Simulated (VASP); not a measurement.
Here is a VASP 6.6.1 calculation.

File INCAR:

```
ALGO = Normal
EDIFF = 1E-6
ENCUT = 520
GGA = PS
ISIF = 2
ISMEAR = 0
LASPH = T
LCHARG = F
LREAL = F
LWAVE = F
NBANDS = 20
NELM = 100
PREC = Accurate
SIGMA = 0.1
```

File KPOINTS:

```
k-points
0
Gamma
  14 14 14
```

The input POSCAR:

```
LuH2
1.0
    0.0000000000      2.5165000000      2.5165000000
    2.5165000000      0.0000000000      2.5165000000
    2.5165000000      2.5165000000      0.0000000000
Lu H
1 2
Direct
    0.0000000000      0.0000000000      0.0000000000
    0.2500000000      0.2500000000      0.2500000000
    0.7500000000      0.7500000000      0.7500000000
```

Potentials or basis: VASP PAW PBE potentials, release 64 (Lu, H).

Launch:

```sh
$ cat potpaw_PBE.64/Lu/POTCAR potpaw_PBE.64/H/POTCAR > POTCAR
$ mpirun -np 1 vasp_std > vasp.out
```

(1) Predict the pressure.

(2) What does it give for the band gap on the k mesh?

Results:

(1) -3.9 GPa.

(2) none (metal or under the smearing width).

Caveat: the PAW data sets were made with another functional, which shifts forces and pressure a little.
